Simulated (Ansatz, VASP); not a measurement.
## BaH2 in VASP and in Ansatz

```
Ba H
1.0
     4.46203    0.00000    0.00000
    -2.23101    3.86423    0.00000
     0.00000    0.00000    6.05529
Ba H
2 4
Direct
  0.33333 0.66667 0.25000
  0.66667 0.33333 0.75000
  0.00000 0.00000 0.00000
  0.00000 0.00000 0.50000
  0.66667 0.33333 0.25000
  0.33333 0.66667 0.75000
```

The cell comes from a database or a generator and needn't be the stable form of this composition.

Alike in both runs: task single point; functional PBEsol; k mesh 7 × 7 × 5; occupations fermi-dirac, width 0.05 eV; no spin polarisation.

```csv
,VASP,Ansatz
version,VASP 6.6.1,Ansatz 0.2.0
potentials or method,"VASP PAW PBE potentials, release 64 (Ba_sv, H)",Ansatz PAW
plane-wave cutoff (eV),520,420
valence electrons in the cell,24,24
```

```csv
,VASP,Ansatz,Ansatz less VASP
gap on the k mesh at the Fermi level (eV),1.66,1.78,+0.126
least direct gap on the mesh (eV),2.50,2.65,+0.143
pressure (GPa),-1.8,-2.3,-0.57
```

Caveats: spin-orbit coupling is left out, which moves the levels of the heavy elements; the PAW data sets were made with another functional, which shifts forces and pressure a little (VASP); an odd mesh through Γ misses points on the zone boundary, where band edges often lie (VASP); odd divisions of the mesh miss points on the zone boundary, where band edges often lie, so the gap on the mesh can be too wide (Ansatz); the PAW data sets come from PBE, with cores solved anew for the run's functional, which leaves a small shift of forces and pressure (Ansatz). A hybrid or GW would open this gap; PBEsol tends to underestimate it.
